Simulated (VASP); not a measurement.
## BaS: single point with PBE

**What was measured.**

From a printed reference work, monograph, original work of 1988, for a bulk crystal of BaS at 2 K: band gap 3.806 eV (indirect).

Crystal: BaS.

```
Ba S
1.0
     0.00000    3.21191    3.21191
     3.21191    0.00000    3.21191
     3.21191    3.21191    0.00000
Ba S
1 1
Cartesian
  0.0000 0.0000 0.0000
  3.2119 3.2119 3.2119
```

```yaml
Program: VASP 6.6.1
Task: single point
Functional: PBE
Potentials_or_basis: VASP PAW PBE potentials, release 64 (Ba_sv, S)
Cutoff: 520 eV
k_mesh: 8 × 8 × 8
Occupations: fermi-dirac, width 0.02 eV
Spin: no spin polarisation
Dipole_correction: no
Further_INCAR_settings: ALGO = Normal; EDIFF = 1e-07; NBANDS = 15
```

* Pressure: 0.6 GPa
* Band gap on the k mesh: 2.14 eV, indirect (least direct gap 2.28 eV)

Levels at points of the mesh, in eV from the valence-band top:
```
           k point  band 6  band 7  band 8  band 9  band 10  band 11
(0.00, 0.00, 0.00)    0.00    0.00    0.00    3.52     3.87     3.87
(0.50, 0.00, 0.00)   -1.90   -1.05   -1.05    5.48     5.64     6.24
(0.50, 0.50, 0.00)   -0.54   -0.15   -0.15    2.14     5.89     5.92
```

Wall time 50 s on 1 thread of Intel Xeon 8259CL (shared host), peak memory 0.21 GiB.

Measured gap of BaS: 3.806 eV (indirect; 2 K; a printed reference work, monograph, original work of 1988). This calculation gives 2.14 eV (-1.67 eV). Spin-orbit coupling on Ba is left out. The value is that of PBE on a finite k mesh, which can miss the band edges, without temperature or zero-point motion. Semilocal functionals fall short of measured gaps as a rule.

Caveat: spin-orbit coupling is left out, which moves the levels of the heavy elements.
